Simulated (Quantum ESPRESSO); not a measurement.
NaCl: zone-centre phonons and dielectric response under several settings

```xyz
2
Lattice="0.0000 2.7941 2.7941 2.7941 0.0000 2.7941 2.7941 2.7941 0.0000" Properties=species:S:1:pos:R:3 pbc="T T T"
Cl    2.7941    2.7941    2.7941
Na    0.0000    0.0000    0.0000
```

The cell is a database's computed one.

All runs used Quantum ESPRESSO 7.5; k mesh 4 × 4 × 4, shifted; relaxed cell; no spin polarisation; occupations smeared at first, fixed for the response.

| level | potentials | cutoff (eV) | volume (Å³/atom) | lowest optical mode without the field (cm⁻¹) | highest mode with the field (cm⁻¹) | ε∞ (mean) | ε0 (mean) | Born charge of atom 1 (e) |
| --- | --- | --- | --- | --- | --- | --- | --- | --- |
| PBEsol | GBRV 1.5 PBEsol | 612 | 22.05 | 167 | 255 | 2.57 | 6.0 | -1.09 |
| PBE | SG15 PBE 1.2 | 952 | ? | ? | ? | ? | ? | ? |
| LDA | GBRV 1.5 LDA | 612 | 20.47 | 189 | 270 | 2.67 | 5.4 | -1.07 |

What stands in the row left open?

Volume 22.95 Å³/atom; lowest optical mode without the field 155 cm⁻¹; highest mode with the field 248 cm⁻¹; ε∞ 2.49; ε0 6.4; Born charge of atom 1 -1.11 e.

Caveats: this potential file gives levels or pressures that part from those of other sets (some runs).

For the row left open. Caveat: this potential file gives levels or pressures that part from those of other sets.
